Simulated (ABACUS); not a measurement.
Input of an ABACUS 3.10.1 run:

The input INPUT:

```
INPUT_PARAMETERS
suffix              CdTe
calculation         scf
basis_type          lcao
pseudo_dir          ./
orbital_dir         ./
symmetry            1
dft_functional      GGA_X_B88+GGA_C_LYP
ecutwfc             103
pseudo_rcut         10
nspin               1
nbands              28
ks_solver           genelpa
smearing_method     fd
smearing_sigma      0.00367493
scf_thr             1e-07
scf_nmax            100
mixing_type         broyden
mixing_beta         0.7
cal_force           1
cal_stress          1
out_mul             1
out_chg             1
out_pot             2
out_elf             1
```

STRU

```
ATOMIC_SPECIES
Te 127.6000 Te_ONCV_PBE-1.2.upf
Cd 112.4140 Cd_ONCV_PBE-1.2.upf

NUMERICAL_ORBITAL
Te_confined-atom_8au_2s2p2d.orb
Cd_confined-atom_7au_3s2p2d1f.orb

LATTICE_CONSTANT
1.8897261246

LATTICE_VECTORS
0.0000000000 3.2050000000 3.2050000000
3.2050000000 0.0000000000 3.2050000000
3.2050000000 3.2050000000 0.0000000000

ATOMIC_POSITIONS
Cartesian

Te
0.0
1
4.8075000000 4.8075000000 4.8075000000 1 1 1

Cd
0.0
1
0.0000000000 0.0000000000 0.0000000000 1 1 1
```

The input KPT:

```
K_POINTS
0
Gamma
6 6 6 0 0 0
```

Potentials or basis: SG15 ONCV 1.2 PBE, DZP LCAO (the cutoffs set its grid).

Launch:

```sh
$ OMP_NUM_THREADS=1 mpirun -np 4 abacus > log
```

Problem. What does it give for the Mulliken charges?

Solution. Te -0.40; Cd +0.40 e.

Problem. What does it give for the pressure?

Solution. 7.5 GPa.

Caveat: the atomic orbitals were generated for these runs and aren't a published set; the potentials were made for another functional, which shifts forces and pressure; spin-orbit coupling is left out, which moves the levels of the heavy elements; the basis of atomic orbitals isn't converged, which shifts pressures, moduli and gaps.

**Experimental background.**

A printed reference work, data compilation reports, for a bulk crystal of CdTe at 0 K: band gap 1.607 eV.

Against the measured gap of CdTe, 1.607 eV (0 K; a printed reference work, data compilation), the calculated 0.90 eV is off by -0.71 eV. Spin-orbit coupling on Cd, Te is left out. The value is that of BLYP in an atomic basis (SG15 ONCV 1.2 PBE, DZP LCAO (the cutoffs set its grid)), whose error adds to the functional's,, without temperature or zero-point motion. Semilocal functionals fall short of measured gaps as a rule.
